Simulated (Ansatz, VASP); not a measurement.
## One calculation of SiC, two programs

Contents of INCAR:

```
PREC     = Accurate       # precision mode
ENCUT    = 520            # plane-wave cutoff, eV
EDIFF    = 1E-8           # SCF threshold, eV
ISMEAR   = -1             # smearing method
SIGMA    = 0.08           # smearing width, eV
LREAL    = False          # projectors in reciprocal space
LASPH    = True           # aspherical terms in the spheres
NELM     = 100            # most SCF steps
ALGO     = Normal         # electronic algorithm
ISIF     = 2              # what is computed and relaxed
LWAVE    = False          # write WAVECAR
LCHARG   = False          # write CHGCAR
GGA      = PS             # functional
LEFG     = True         
NBANDS   = 16             # bands
```

Contents of KPOINTS:

```
regular mesh
0
Gamma
  15 15 8
```

POSCAR

```
SiC
1.0
    3.0759982064      0.0000000000      0.0000000000
   -1.5379991032      2.6638925888      0.0000000000
    0.0000000000      0.0000000000      5.0984800000
Si C
2 2
Direct
    0.3333333333      0.6666666667      0.0000000000
    0.6666666667      0.3333333333      0.5000000000
    0.3333333333      0.6666666667      0.3850000000
    0.6666666667      0.3333333333      0.8850000000
```

Input for Ansatz:

```yaml
crystal:
  lattice:
    - [3.0759982064, 0.0, 0.0]
    - [-1.5379991032, 2.6638925888, 0.0]
    - [0.0, 0.0, 5.09848]
  atoms:
    - { symbol: Si, position: [0.3333333333, 0.6666666667, 0.0] }
    - { symbol: Si, position: [0.6666666667, 0.3333333333, 0.5] }
    - { symbol: C, position: [0.3333333333, 0.6666666667, 0.385] }
    - { symbol: C, position: [0.6666666667, 0.3333333333, 0.885] }
kpoints:
  mp_grid: { grid: [15, 15, 8] }
scf:
  occupations: { method: fermi_dirac, width: 0.08 }
hamiltonian:
  xc: pbesol
  pseudopotentials: { kind: all_electron, datasets: crystal }
output:
  forces: true
  stress: true
  eigenvalues: true
  efg: { contact_densities: true }
```

Change from the starting cell: zz strain of +1 %, crystal datasets.

Alike in both runs: task electric field gradients; functional PBEsol; k mesh 15 × 15 × 8; occupations fermi-dirac, width 0.08 eV; no spin polarisation.

|  | VASP | Ansatz |
| --- | --- | --- |
| version | VASP 6.6.1 | Ansatz 0.2.0 |
| potentials or method | VASP PAW PBE potentials, release 64 (Si, C) | all-electron PAW with datasets made for the crystal, scalar-relativistic |
| plane-wave cutoff (eV) | 520 | see its input |

Ansatz gave:

```
pressure (GPa)                                                 : -1.7
largest component of the traceless stress (GPa)                : 6.22
rms of the force components (eV/Å)                             : 0.459
Vzz of the field gradient on the site that differs most (V/Å²) : 19.0
```

Question: Estimate VASP's values.

Answer: Pressure (GPa): -1.3; largest component of the traceless stress (GPa): 6.34; rms of the force components (eV/Å): 0.463; Vzz of the field gradient on the site that differs most (V/Å²): 20.2.

Atom by atom the forces differ by 0.004 eV/Å (rms over components). Ansatz ran all-electron here, so the differences hold the error of VASP's frozen core and of both bases.

Caveats: the PAW data sets were made with another functional, which shifts forces and pressure a little (VASP); an odd mesh through Γ misses points on the zone boundary, where band edges often lie.
